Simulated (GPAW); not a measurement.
Here is a GPAW 26.7.0 calculation.

File run.py:

```python
from ase import Atoms
from ase.eos import EquationOfState
from ase.io import Trajectory
from ase.units import GPa
from gpaw import GPAW, PW

atoms = Atoms(['La', 'La', 'O', 'O', 'O'],
              cell=[[3.930777878, 0.0, 0.0],
                    [-1.965388939, 3.404153499, 0.0],
                    [0.0, 0.0, 6.11195352]],
              scaled_positions=[[0.3333333333, 0.6666666667, 0.24623568],
                                [0.6666666667, 0.3333333333, 0.75376432],
                                [0.0, 0.0, 0.0],
                                [0.3333333333, 0.6666666667, 0.64589065],
                                [0.6666666667, 0.3333333333, 0.35410935]],
              pbc=True)

traj = Trajectory('eos.traj', 'w')
volumes, energies = [], []
for x in [0.94, 0.96, 0.98, 1.0, 1.02, 1.04, 1.06]:
    a = atoms.copy()
    a.set_cell(atoms.cell * x**(1 / 3), scale_atoms=True)
    calc = GPAW(mode=PW(800),
                xc='LDA',
                kpts={'size': (5, 5, 3), 'gamma': True},
                occupations={'name': 'fermi-dirac', 'width': 0.05},
                nbands=42,
                convergence={'density': 1e-05, 'energy': 1e-05},
                maxiter=150,
                txt=f'eos-{x:.2f}.txt')
    a.calc = calc
    energies.append(a.get_potential_energy(force_consistent=True))
    volumes.append(a.get_volume())
    p = -a.get_stress()[:3].mean() / GPa
    calc.write(f'eos-{x:.2f}.gpw')
    traj.write(a)
    print(f'{x:.2f} {volumes[-1]:10.4f} A^3 {energies[-1]:14.6f} eV {p:9.3f} GPa', flush=True)

v0, e0, B = EquationOfState(volumes, energies, eos='birchmurnaghan').fit()
print(f'V0 = {v0:.4f} A^3, E0 = {e0:.6f} eV, B0 = {B / GPa:.2f} GPa')
```

Potentials or basis: the program's PAW data sets (release 1.2.1) made for this functional, pw.

Command:

```console
$ OMP_NUM_THREADS=1 python run.py
```

(1) Estimate the bulk modulus at fixed shape and positions.

(2) Predict the pressure derivative of the bulk modulus.

(3) Predict the equilibrium volume.

Answers

(1) 152 GPa.

(2) 4.4.

(3) 15.68 Å³/atom.

Caveat: the k mesh is coarse (spacing up to 0.37 Å⁻¹), so the values aren't converged; one-centre terms of the f shell are cut off; the cell was scaled at fixed shape and fractional positions, which overstates the stiffness of a crystal with free parameters, most of all of layers and chains.
